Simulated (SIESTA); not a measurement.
ZnS:

```
Zn S
1.0
     0.00000    2.70200    2.70200
     2.70200    0.00000    2.70200
     2.70200    2.70200    0.00000
Zn S
1 1
Cartesian
  4.0530 4.0530 4.0530
  0.0000 0.0000 0.0000
```

Base run:

* Program: SIESTA 5.4.2
* Functional: PBEsol
* Potentials or basis: PseudoDojo 0.4 standard (PBEsol files)
* Basis: DZP (energy shift 0.003 Ry; two zetas on semicore shells)
* Grid cutoff: 800 Ry
* Energy shift: 0.003 Ry
* k mesh: 9 × 9 × 9
* Occupations: fermi-dirac, width 0.05 eV
* Spin: no spin polarisation

Its results: band gap on the k mesh 2.36 eV, direct; pressure -1.1 GPa.

After a change of settings the same cell gave: band gap on the k mesh 2.44 eV, direct; pressure -0.8 GPa. Which change was it?
A. functional from PBEsol to PBE; potentials or basis from PseudoDojo 0.4 standard (PBEsol files) to PseudoDojo 0.4 standard (PBE files)
B. functional from PBEsol to AM05
C. functional from PBEsol to PW91; potentials or basis from PseudoDojo 0.4 standard (PBEsol files) to PseudoDojo 0.4 standard (PBE files)
D. functional from PBEsol to revPBE; potentials or basis from PseudoDojo 0.4 standard (PBEsol files) to PseudoDojo 0.4 standard (PBE files)

B.

Caveats: short orbitals over semicore shells can move pressures by several GPa; the valence orbitals were made in a potential fitted to the semicore shell under them, which widens gaps by tenths of an eV or more; an odd mesh through Γ misses points on the zone boundary, where band edges often lie; the basis of atomic orbitals isn't converged, which shifts pressures, moduli and gaps; the potentials were made for another functional, which shifts forces and pressure (some runs).
